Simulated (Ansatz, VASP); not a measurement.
## Li: VASP beside Ansatz

```xyz
3
Lattice="3.0089 0.0000 0.0000 -1.5044 2.6058 0.0000 0.0000 0.0000 7.7862" Properties=species:S:1:pos:R:3 pbc="T T T"
Li    1.5044    0.8686    5.2658
Li    1.5044    0.8686    2.5204
Li    0.0000    0.0000    0.0000
```

Alike in both runs: functional PBE; k mesh 6 × 6 × 4; occupations gaussian, width 0.1 eV; no spin polarisation.

Ansatz relaxed the structure, and its values are those at the end. VASP's run is a single point on that final structure, the one shown.

```csv
,VASP,Ansatz
version,VASP 6.6.1,Ansatz 0.2.0
potentials or method,"VASP PAW PBE potentials, release 64 (Li_sv)","scalar-relativistic, plane waves, PAW"
plane-wave cutoff (eV),520,420
valence electrons in the cell,9,9
```

|  | VASP | Ansatz | Ansatz less VASP |
| --- | --- | --- | --- |
| gap on the k mesh at the Fermi level (eV) | none | none | - |
| rms of the force components (eV/Å) | 0.004 | 0.005 | +0.0009 |

A gap of «none» marks a metal or a gap that the smearing closes.

Caveats: the k mesh is coarse (spacing up to 0.40 Å⁻¹), so the values aren't converged.
